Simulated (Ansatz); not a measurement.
## Structure relaxation of Ti3C

Method: DFT PBE, scalar-relativistic, plane waves, PAW (Ansatz 0.2.0). Cutoff 420 eV, Γ-centred k mesh, Gaussian smearing, no spin polarisation in the final step.

The start puts Ti3C on the Li3N structure type (P6/mmm, No. 191), with C in place of N, Ti in place of Li, at a guessed volume.

```yaml
crystal:
  lattice:
    - [3.88384, 0.00000, 0.00000]
    - [-1.94192, 3.36351, 0.00000]
    - [0.00000, 0.00000, 4.09900]
  atoms:
    - { symbol: Ti, position: [0.00000, 0.00000, 0.50000] }
    - { symbol: Ti, position: [0.33333, 0.66667, 0.00000] }
    - { symbol: Ti, position: [0.66667, 0.33333, 0.00000] }
    - { symbol: C, position: [0.00000, 0.00000, 0.00000] }
```

Cell and atoms relax at zero pressure; the relaxation can't lower the symmetry of the start. After a coarse first stage the cell is made exact in the group found at 0.06 Å.

Energies over the elements count from the elements' standard structures at the same level, with no empirical corrections.

(1) What does it relax into?

(2) What are its volume, energy, density and gap?

Results:

(1) It keeps P6/mmm (No. 191). The result has the Li3N structure. Conventional cell: a = 4.078 Å, c = 4.072 Å. Ti on Wyckoff site b (1 atom of the primitive cell) has 2 C at 2.04 Å; Ti on Wyckoff site c (2 atoms of the primitive cell) has 3 Ti at 2.35 Å and 3 C at 2.35 Å; C has 2 Ti at 2.04 Å and 6 Ti at 2.35 Å.

```cif
data_structure
_symmetry_space_group_name_H-M 'P6/mmm'
_symmetry_Int_Tables_number 191
_cell_length_a 4.0780
_cell_length_b 4.0780
_cell_length_c 4.0721
_cell_angle_alpha 90.000
_cell_angle_beta 90.000
_cell_angle_gamma 120.000
_cell_volume 58.65
loop_
_atom_site_label
_atom_site_type_symbol
_atom_site_symmetry_multiplicity
_atom_site_Wyckoff_symbol
_atom_site_fract_x
_atom_site_fract_y
_atom_site_fract_z
_atom_site_occupancy
Ti1 Ti 1 b 0.00000 0.00000 0.50000 1
Ti2 Ti 2 c 0.33333 0.66667 0.00000 1
C1 C 1 a 0.00000 0.00000 0.00000 1
```

(2) The volume per atom is 14.66 Å³, the density is 4.41 g/cm³ and the energy over the elements is 0.15 eV/atom. The gap on the 12×12×12 mesh is 0 eV (a metal).

The final run used a 12×12×12 mesh on its 4-atom cell and 0.10 eV smearing. For metals, differences of a few meV/atom aren't resolved. Symmetry constrained the relaxation, so the result can be a saddle point.

Cost: 3 runs of about 1.6 core-minutes in all, on Intel Xeon Platinum 8259CL (Skylake/Cascade Lake) (shared hosts).